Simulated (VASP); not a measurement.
# Be (P6/mmm) in VASP: further runs, part 2 of 2

VASP 6.6.1. The steps go on from the part before.

### 3 Relaxation of cell and atoms, PBE

This run uses another cell than the first one, of 9.22 Å³/atom, 1.147 times its volume.

Contents of INCAR:

```
  PREC = Accurate
  ENCUT = 600
  EDIFF = 1E-6
  ISMEAR = 0
  SIGMA = 0.1
  LREAL = False
  LASPH = True
  NELM = 100
  ALGO = Normal
  ISIF = 3
  LWAVE = False
  LCHARG = False
  GGA = PE
  IBRION = 2
  NSW = 90
  EDIFFG = -0.04
```

Contents of KPOINTS:

```
regular mesh
0
Gamma
  6 6 8
```

Contents of POSCAR:

```
Be
1.0
    3.7353299930      0.0000000000      0.0000000000
   -1.8676649965      3.2348906655      0.0000000000
    0.0000000000      0.0000000000      2.2899196914
Be
3
Direct
    0.0000000000      0.0000000000      0.0000000000
    0.3333333333      0.6666666667      0.5000000000
    0.6666666667      0.3333333333      0.5000000000
```

Potentials or basis: VASP PAW PBE potentials, release 64 (Be).

Launch:

```console
cat potpaw_PBE.64/Be/POTCAR > POTCAR
mpirun -np 1 vasp_std > vasp.out
```

OUTCAR:

```text
PREC = Accurate
   ENCUT = 600
   EDIFF = 1E-6
   ISMEAR = 0
   LREAL = False
   LASPH = True
   NELM = 100
   ISIF = 3
   GGA = PE
   IBRION = 2
   NSW = 90
   EDIFFG = -0.04

 ion  position               nearest neighbor table
   1  0.000  0.000  0.000-
   2  0.333  0.667  0.500-   3 2.16   3 2.16   3 2.16
   3  0.667  0.333  0.500-   2 2.16   2 2.16   2 2.16

  LATTYP: Found a hexagonal cell.
 ALAT       =     3.7353299930
 C/A-ratio  =     0.6130434783

  Lattice vectors:

 A1 = (   3.7353299930,   0.0000000000,   0.0000000000)
 A2 = (  -1.8676649965,   3.2348906655,   0.0000000000)
 A3 = (   0.0000000000,   0.0000000000,   2.2899196914)

Analysis of symmetry for initial positions (statically):
=====================================================================
 Subroutine PRICEL returns:
 Original cell was already a primitive cell.

 Routine SETGRP: Setting up the symmetry group for a
 hexagonal supercell.

 Subroutine GETGRP returns: Found 24 space group operations
 (whereof 24 operations were pure point group operations)
 out of a pool of 24 trial point group operations.

The static configuration has the point symmetry D_6h.

Analysis of symmetry for dynamics (positions and initial velocities):
=====================================================================
 Subroutine PRICEL returns:
 Original cell was already a primitive cell.

 Routine SETGRP: Setting up the symmetry group for a
 hexagonal supercell.

 Subroutine GETGRP returns: Found 24 space group operations
 (whereof 24 operations were pure point group operations)
 out of a pool of 24 trial point group operations.

The dynamic configuration has the point symmetry D_6h.

 Subroutine INISYM returns: Found 24 space group operations
 (whereof 24 operations are pure point group operations),
 and found     1 'primitive' translations

----------------------------------------------------------------------------------------

                                     Primitive cell

  volume of cell :      27.6700

  direct lattice vectors                    reciprocal lattice vectors
     3.735329993  0.000000000  0.000000000     0.267713964  0.154564729  0.000000000
    -1.867664997  3.234890666  0.000000000     0.000000000  0.309129459  0.000000000
     0.000000000  0.000000000  2.289919691     0.000000000  0.000000000  0.436696537

  length of vectors
     3.735329993  3.735329993  2.289919691     0.309129459  0.309129459  0.436696537

  position of ions in fractional coordinates (direct lattice)
     0.000000000  0.000000000  0.000000000
     0.333333333  0.666666667  0.500000000
     0.666666667  0.333333333  0.500000000

  ion indices of the primitive-cell ions
   primitive index   ion index
                 1           1
                 2           2
                 3           3

----------------------------------------------------------------------------------------

 KPOINTS: regular mesh

Automatic generation of k-mesh.
[... 49 lines left out ...]
   number of dos      NEDOS =    301   number of ions     NIONS =      3
   total plane-waves  NPLWV =  16200
   dimension x,y,z NGX =    30 NGY =   30 NGZ =   18
   dimension x,y,z NGXF=    60 NGYF=   60 NGZF=   36
   ions per type =               3
   NGX,Y,Z   is equivalent  to a cutoff of  13.35, 13.35, 13.07 a.u.
   NGXF,Y,Z  is equivalent  to a cutoff of  26.70, 26.70, 26.14 a.u.
 SYSTEM =  unknown system
   PREC   = accura    normal or accurate (medium, high low for compatibility)
   ISTART =      0    job   : 0-new  1-cont  2-samecut
   ICHARG =      2    charge: 1-file 2-atom 10-const
   ISPIN  =      1    spin polarized calculation?
   LNONCOLLINEAR =      F non collinear calculations
   LSORBIT =      F    spin-orbit coupling
   LASPH  =      T    aspherical Exc in radial PAW
   ENCUT  =  600.0 eV  44.10 Ry    6.64 a.u.   7.46  7.46  4.57*2*pi/ulx,y,z
   NELM   =    100;   NELMIN=  2; NELMDL= -5     # of ELM steps
   EDIFF  = 0.1E-05   stopping-criterion for ELM
   LREAL  =      F    real-space projection
   EDIFFG = -.4E-01   stopping-criterion for IOM
   NSW    =     90    number of steps for IOM
   IBRION =      2    ionic relax: 0-MD 1-quasi-New 2-CG
   NFREE  =      1    steps in history (QN), initial steepest desc. (CG)
   ISIF   =      3    stress and relaxation
   ISYM   =      2    0-nonsym 1-usesym 2-fastsym
   POTIM  = 0.5000    time-step for ionic-motion
   TEBEG  =    0.0;   TEEND  =   0.0 temperature during run
   PSTRESS=    0.0 pullay stress
   NELECT =       6.0000    total number of electrons
   NUPDOWN=      -1.0000    fix difference up-down
   EMIN   =  10.00;   EMAX   =-10.00  energy-range for DOS
   EFERMI =   0.00;   METHOD = LEGACY
   ISMEAR =     0;   SIGMA  =   0.10  broadening in eV -4-tet -1-fermi 0-gaus
   EFERMI_NEDOS =   21; number of points for ismear=-14 and -15
   IALGO  =     38    algorithm
   IMIX   =      4    mixing-type and parameters
     AMIX     =   0.40;   BMIX     =  1.00
     AMIX_MAG =   1.60;   BMIX_MAG =  1.00
  volume/ion in A,a.u.               =       9.22        62.24
  Fermi-wavevector in a.u.,A,eV,Ry     =   0.983533  1.858608 13.161423  0.967337
  Thomas-Fermi vector in A             =   2.114698
   LORBIT       =      0    0 simple, 1 ext, 2 COOP (PROOUT), +10 PAW based schemes
   GGA     = PE    functional components
   LHFCALC =     F    Hartree Fock is set to
   AEXX    =    0.0000 exact exchange contribution
   IVDW    =     0    specifies the selected vdW correction
   LEPSILON=     F    determine dielectric tensor
   LRPA    =     F    only Hartree local field effects (RPA)
 conjugate gradient relaxation of ions
 non-spin polarized calculation
 Gauss-broadening in eV      SIGMA  =   0.10
  energy-cutoff  :      600.00
  volume of cell :       27.67
 maximum number of plane-waves:       940
 NGX is ok and might be reduce to    30
   NGX = 15   NGY = 15   NGZ =  9

--------------------------------------- Ionic step        1  -------------------------------------------

 number of electron       6.0000000 magnetization

 Free energy of the ion-electron system (eV)
  ---------------------------------------------------
  ext. energy  EPLUGINS =         0.00000000
  ---------------------------------------------------
  free energy    TOTEN  =       -10.58260354 eV

  energy without entropy =      -10.57804591  energy(sigma->0) =      -10.58032473

------------------------ aborting loop because EDIFF is reached ----------------------------------------

  FORCE on cell =-STRESS in cart. coord.  units (eV):
  Direction    XX          YY          ZZ          XY          YZ          ZX
  --------------------------------------------------------------------------------------
  -------------------------------------------------------------------------------------
  Total       -2.4300674     -2.4300674     -1.5195125      0.0000000     -0.0000000      0.0000000
  in kB     -140.7084113   -140.7084113    -87.9844733      0.0000000     -0.0000000      0.0000000
  external PRESSURE =    -123.1337653 kB  Pullay stress =       0.0000000 kB
[... 172 lines left out ...]
--------------------------------------- Ionic step        6  -------------------------------------------

 number of electron       6.0000000 magnetization

 Free energy of the ion-electron system (eV)
  ---------------------------------------------------
  ext. energy  EPLUGINS =         0.00000000
  ---------------------------------------------------
  free energy    TOTEN  =       -10.73256035 eV

  energy without entropy =      -10.72881049  energy(sigma->0) =      -10.73068542

 E-fermi :   7.3266     XC(G=0): -10.5587

 val. band max:        7.2776074883   @ k =   0.3333  -0.0000   0.5000
 cond. band min:       7.3328413959   @ k =   0.3333   0.1667   0.5000
 fundamental gap:      0.0552339076
 Fermi energy:         7.3265586937

 k-point     1 :       0.0000    0.0000    0.0000
  band No.  band energies     occupation
      1      -4.3659      2.00000
      2       6.2697      2.00000
      3       6.2697      2.00000
      4       6.4973      2.00000
      5       6.4973      2.00000
      6      12.9658      0.00000
      7      13.1820      0.00000
[... 221 lines left out ...]
 k-point    24 :       0.3333   -0.0000    0.3750
  band No.  band energies     occupation
      1       0.1712      2.00000
      2       3.6755      2.00000
      3       6.7662      2.00000
      4       7.1017      1.99853
      5      10.0944      0.00000
      6      12.9441      0.00000
      7      14.1847      0.00000

 [... further k-points ...]

------------------------ aborting loop because EDIFF is reached ----------------------------------------

  FORCE on cell =-STRESS in cart. coord.  units (eV):
  Direction    XX          YY          ZZ          XY          YZ          ZX
  --------------------------------------------------------------------------------------
  -------------------------------------------------------------------------------------
  Total        0.0347232      0.0347232      0.0052020      0.0000000      0.0000000      0.0000000
  in kB        2.3096846      2.3096846      0.3460241      0.0000000      0.0000000      0.0000000
  external PRESSURE =       1.6551311 kB  Pullay stress =       0.0000000 kB
[... 18 lines left out ...]
  FREE ENERGIE OF THE ION-ELECTRON SYSTEM (eV)
  ---------------------------------------------------
  free  energy   TOTEN  =       -10.7325603473 eV

  energy  without entropy=      -10.7288104934  energy(sigma->0) =      -10.73068542

 reached required accuracy - stopping structural energy minimisation
```

CONTCAR:

```text
Be
   1.00000000000000
     3.5674381947555678    0.0000000000000000    0.0000000000000000
    -1.7837190973777839    3.0894921031272751    0.0000000000000000
     0.0000000000000000   -0.0000000000000000    2.1854133572390118
  Be
     3
Direct
     0.0000000000000000    0.0000000000000000    0.0000000000000000
     0.3333333332999970    0.6666666667000030    0.5000000000000000
     0.6666666667000030    0.3333333332999970    0.5000000000000000

  0.00000000E+00  0.00000000E+00  0.00000000E+00
  0.00000000E+00  0.00000000E+00  0.00000000E+00
  0.00000000E+00  0.00000000E+00  0.00000000E+00
```

Run time: 21 s. Hardware: 1 thread of AMD EPYC 7R13 (Zen 3), shared host; peak memory 0.11 GiB.

What came out:

```
Free energy                            : -10.7326 eV
Relaxed volume                         : 8.03 Å³/atom
Relaxed cell                           : a = 3.567 Å, b = 3.567 Å, c = 2.185 Å, α = 90.00°, β = 90.00°, γ = 120.00°
Space group after relaxing (to 0.05 Å) : P6/mmm (No. 191)
Energy gained by relaxing              : 50.0 meV/atom
Ionic steps                            : 6
Pressure after relaxing                : 0.2 GPa
Band gap on the k mesh                 : none (metal or under the smearing width)
```

Stress tensor (GPa, compression positive):
```
0.23 0.00 0.00
0.00 0.23 0.00
0.00 0.00 0.03
```

Step by step:
| step | energy change (eV) | largest force (eV/Å) | pressure (GPa) | volume (Å³) |
| --- | --- | --- | --- | --- |
| 1 | 0.0000 | 0.0000 | -12.31 | 27.67 |
| 2 | -0.1391 | 0.0000 | -2.94 | 24.93 |
| 3 | -0.1434 | 0.0000 | -0.71 | 24.43 |
| 4 | -0.1434 | 0.0000 | -0.41 | 24.37 |
| 5 | -0.1496 | 0.0000 | 0.01 | 24.15 |
| 6 | -0.1500 | 0.0000 | 0.17 | 24.09 |

Final structure:
```
Be
1.0
     3.56744    0.00000    0.00000
    -1.78372    3.08949    0.00000
     0.00000    0.00000    2.18541
Be
3
Direct
  0.00000 0.00000 0.00000
  0.33333 0.66667 0.50000
  0.66667 0.33333 0.50000
```

Levels at points of the mesh, in eV from the Fermi level:
```tsv
k point	band 1	band 2	band 3	band 4	band 5	band 6
(0.00, 0.00, 0.00)	-11.69	-1.06	-1.06	-0.83	-0.83	5.64
(0.50, 0.00, 0.00)	-8.83	-8.76	-4.75	0.75	9.87	10.29
(0.00, 0.00, 0.50)	-6.28	-5.44	3.96	3.96	4.50	6.15
(0.50, 0.00, 0.50)	-4.24	-4.17	-1.61	-0.33	1.56	4.03
```

### 4 Single point, PBE (samarium (9R) type (R-3m, No. 166); cell x2)

Contents of INCAR:

```
SYSTEM = Be
PREC     = Accurate       ! precision mode
ENCUT    = 520            ! plane-wave cutoff, eV
EDIFF    = 1E-6           ! SCF threshold, eV
ISMEAR   = 0              ! smearing method
SIGMA    = 0.1            ! smearing width, eV
LREAL    = .False.        ! projectors in reciprocal space
LASPH    = .True.         ! aspherical terms in the spheres
NELM     = 100            ! most SCF steps
ALGO     = Fast           ! electronic algorithm
ISIF     = 2              ! what is computed and relaxed
LWAVE    = .False.        ! write WAVECAR
LCHARG   = .True.         ! write CHGCAR
GGA      = PE             ! functional
LELF     = .True.         ! ELF
LVHAR    = .True.       
NBANDS   = 15             ! bands
```

Contents of KPOINTS:

```
Automatic mesh
0
Gamma
  10 6 10
  0 0 0
```

Contents of POSCAR:

```
Be
1.0
   -2.2573784776      0.0000000000      0.0000000000
    0.0000000000      3.9098942152      0.0000000000
    1.1286892388     -0.6516490358     -5.3699711501
Be
6
Direct
    1.0000000000      1.0000000000      1.0000000000
    0.5000000000      0.5000000000      0.0000000000
    0.6675993582      0.8891997861      0.3351987165
    0.1675993582      0.3891997861      0.3351987165
    0.8324006418      0.6108002139      0.6648012835
    0.3324006418      0.1108002139      0.6648012835
```

Launch:

```console
cat potpaw_PBE.64/Be/POTCAR > POTCAR
mpirun -np 1 vasp_std > vasp.out
```

Run time: 72 s. Hardware: 1 thread of Intel Xeon Platinum 8488C (Sapphire Rapids), shared host; peak memory 0.2 GiB.

It converged, with:

| Item | Value |
| --- | --- |
| Free energy | -22.4620 eV |
| Pressure | 0.2 GPa |
| Largest force | 0.017 eV/Å |
| Band gap on the k mesh | none (metal or under the smearing width) |

Forces on the atoms (eV/Å):
```
Be   0.000  0.000  0.000
Be   0.000  0.000  0.000
Be   0.000  0.016 -0.005
Be   0.000  0.016 -0.005
Be   0.000 -0.016  0.005
Be   0.000 -0.016  0.005
```

Stress tensor (GPa, compression positive):
```
 1.19  0.00  0.00
 0.00 -0.34  0.07
 0.00  0.07 -0.23
```

Levels at points of the mesh, in eV from the Fermi level:
```tsv
k point	band 3	band 4	band 5	band 6	band 7	band 8	band 9	band 10
(0.00, 0.00, 0.00)	-7.53	-4.90	-3.36	-2.96	2.07	2.32	3.60	6.22
(0.50, 0.00, 0.00)	-3.85	-3.85	-0.49	-0.49	2.12	2.12	3.55	3.55
(0.00, 0.50, 0.00)	-6.27	-6.27	-5.01	-5.01	4.98	4.98	7.51	7.51
(0.50, 0.50, 0.00)	-4.21	-3.36	-2.96	-2.80	1.03	2.07	2.32	3.31
(0.00, 0.00, 0.50)	-4.46	-4.36	-4.21	-2.80	1.04	1.04	3.31	5.87
(0.00, 0.50, 0.50)	-8.20	-8.20	-2.37	-2.37	1.64	1.64	8.16	8.16
```

### 5 Single point, PBE

This run uses another cell than the first one, of 7.90 Å³/atom, 0.982 times its volume.

Contents of INCAR:

```
SYSTEM = Be
PREC = Accurate
ENCUT = 520
EDIFF = 1E-6
ISMEAR = 0
SIGMA = 0.1
LREAL = .False.
LASPH = .True.
NELM = 100
ALGO = Fast
ISIF = 2
LWAVE = .False.
LCHARG = .True.
GGA = PE
LELF = .True.
LVHAR = .True.
NBANDS = 10
```

Contents of KPOINTS:

```
regular mesh
0
Gamma
  9 9 9
  0 0 0
```

Contents of POSCAR:

```
Be
1.0
    1.1299049871      0.6523509484      5.3583413990
   -1.1299049871      0.6523509484      5.3583413990
    0.0000000000     -1.3047018969      5.3583413990
Be
3
Direct
    0.0000000000      0.0000000000      0.0000000000
    0.2216125964      0.2216125964      0.2216125964
    0.7783874036      0.7783874036      0.7783874036
```

Launch:

```console
cat potpaw_PBE.64/Be/POTCAR > POTCAR
mpirun -np 1 vasp_std > vasp.out
```

Wall time 83 s (1 thread of Intel Xeon Platinum 8488C (Sapphire Rapids), shared host); peak memory 0.23 GiB.

The run converged. Its results:

```
Free energy            : -11.2640 eV
Pressure               : 0.1 GPa
Band gap on the k mesh : none (metal or under the smearing width)
```

Stress tensor (GPa, compression positive):
```
0.03 0.00 0.00
0.00 0.03 0.00
0.00 0.00 0.25
```

Levels at points of the mesh, in eV from the Fermi level:
```
           k point  band 1  band 2  band 3  band 4  band 5  band 6  band 7  band 8
(0.00, 0.00, 0.00)  -10.97   -7.18   -7.18    6.64    6.81   17.14   17.14   17.35
```

### 6 The runs side by side

```csv
task,cell,k mesh,cutoff (eV),gap on the mesh (eV),pressure (GPa)
single point,"P6/mmm, 8.04 Å³/atom",6 × 6 × 8,520,none,0.0
relaxation of cell and atoms,relaxed,6 × 6 × 8,600,none,0.2
single point,"samarium (9R) type (R-3m, No. 166); cell x2",10 × 6 × 10,520,none,0.2
single point,"R-3m, 7.9 Å³/atom",9 × 9 × 9,520,none,0.1
```

Alike in all rows: level PBE; potentials or basis VASP PAW PBE potentials, release 64 (Be); no spin polarisation; smearing gaussian 0.1 eV.

Absolute energies hang on the potentials; compare differences alone.
